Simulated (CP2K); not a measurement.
# Se under changes of volume

One of the cells (22.201 Å³/atom); the others are scaled copies at fixed shape and fractional positions:

```xyz
1
Lattice="2.8106 0.0000 0.0000 0.0000 2.8106 0.0000 0.0000 0.0000 2.8106" Properties=species:S:1:pos:R:3 pbc="T T T"
Se    0.0000    0.0000    0.0000
```

This isn't the form of Se at room conditions, which is trigonal, of chains.

```yaml
Program: CP2K 2026.2
Functional: PBE
Potentials_or_basis: POTENTIAL_UZH Se GTH-PBE-q6; TZVP-MOLOPT-PBE-GTH basis
Density_cutoff: 6123 eV
k_mesh: 9 × 9 × 9
Occupations: fermi-dirac, width 0.05 eV
Spin: no spin polarisation
```

```tsv
volume (Å³/atom)	energy over the lowest point (meV/atom)	pressure (GPa)
20.869	?	?
21.313	28.05	5.9
21.757	14.20	4.1
22.201	5.20	2.4
22.645	0.60	0.9
23.089	0.00	-0.5
23.533	3.02	-1.7
```

**Question.** What does the run at 20.869 Å³/atom give?

**Answer.** Energy over the lowest point 47.26 meV/atom; pressure 8.0 GPa.

Worked out: A Birch-Murnaghan fit of order 3 (a polynomial in V^(-2/3)) to the other rows has its minimum at 22.94 Å³/atom with B0 = V·E''(V) = 70 GPa and B' = 4.0. It gives 47.25 meV/atom at 20.869 Å³/atom, against the run's 47.26, and -dE/dV = 8.0 GPa, against 8.0.

Energies are extrapolated to zero smearing.

Caveats: the basis of atomic orbitals isn't converged, which shifts pressures, moduli and gaps.
